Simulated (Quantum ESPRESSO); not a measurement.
The system is HfO2.

```xyz
12
Lattice="5.2195 0.0000 0.0000 0.0000 5.0048 0.0000 0.0000 0.0000 5.0327" Properties=species:S:1:pos:R:3 pbc="T T T"
Hf    5.0472    3.6661    3.7314
Hf    2.7820    3.6661    1.2151
Hf    2.4375    1.3387    3.7314
Hf    0.1723    1.3387    1.2151
O     3.2994    4.6477    4.4251
O     4.5298    4.6477    1.9087
O     1.2211    2.7020    2.4776
O     1.3886    2.7020    4.9939
O     3.9984    2.3028    4.9939
O     3.8308    2.3028    2.4776
O     0.6896    0.3571    4.4251
O     1.9201    0.3571    1.9087
```

Measurements of this composition are mostly on another form, of space group No. 14.

Base run:

```yaml
Program: Quantum ESPRESSO 7.5
Functional: PBE
Potentials_or_basis: SSSP 1.3 efficiency PBE
Cutoff: 816 eV
Density_cutoff: 5987 eV
k_mesh: 5 × 6 × 5
Occupations: fermi-dirac, width 0.05 eV
Spin: no spin polarisation
```

Its results: band gap on the k mesh 4.48 eV, indirect (least direct gap 4.68 eV); pressure 7.6 GPa; largest force 0.085 eV/Å.

The run is repeated on the same cell with these changes: functional from PBE to BP86; potentials or basis from SSSP 1.3 efficiency PBE to PseudoDojo 0.4.1 SR PBE standard; cutoff from 816 eV to 1143 eV; density cutoff from 5987 eV to 4572 eV. What comes out?

Band gap on the k mesh 4.48 eV, indirect (least direct gap 4.69 eV); pressure 7.1 GPa; largest force 0.082 eV/Å.

Caveats: some levels on the path didn't converge; spin-orbit coupling is left out, which moves the levels of the heavy elements; the potentials were made for another functional, which shifts forces and pressure (some runs).

A k mesh can miss the band edges.

Not every run made on this cell is shown here.
